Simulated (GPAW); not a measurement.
Ag:

```
Ag
1.0
     0.00000    2.04275    2.04275
     2.04275    0.00000    2.04275
     2.04275    2.04275    0.00000
Ag
1
Cartesian
  0.0000 0.0000 0.0000
```

* Program: GPAW 26.7.0
* Task: relaxation of cell and atoms
* Functional: PBEsol
* Dispersion: D4
* Potentials or basis: PAW data sets generated in the run's folder for this functional
* Cutoff: 600 eV
* Basis: pw
* k mesh: 11 × 11 × 11
* Occupations: fermi-dirac, width 0.05 eV
* Spin: no spin polarisation

At the start: pressure -5.8 GPa; volume 17.05 Å³/atom.

**Question.** Where does the relaxation end?

**Answer.** Over 4 steps the energy falls by 16.2 meV/atom and the volume is 16.21 Å³/atom (-4.9 %); space group Fm-3m (No. 225, to 0.05 Å).

Step by step:
```
step  energy change (eV)  largest force (eV/Å)  pressure (GPa)  volume (Å³)
   1              0.0000                0.0000           -5.78        17.05
   2             -0.0124                0.0000           -2.97        16.60
   3             -0.0162                0.0000            0.33        16.17
   4             -0.0162                0.0000           -0.01        16.21
```

Final structure:
```cif
data_structure
_symmetry_space_group_name_H-M 'P 1'
_symmetry_Int_Tables_number 1
_cell_length_a 2.8410
_cell_length_b 2.8410
_cell_length_c 2.8410
_cell_angle_alpha 60.000
_cell_angle_beta 60.000
_cell_angle_gamma 60.000
_cell_volume 16.21
loop_
_atom_site_label
_atom_site_type_symbol
_atom_site_fract_x
_atom_site_fract_y
_atom_site_fract_z
_atom_site_occupancy
Ag1 Ag 0.00000 0.00000 0.00000 1
```

Caveat: later steps reuse the first step's grids; pairwise dispersion overbinds metals, which lowers pressure and volume.
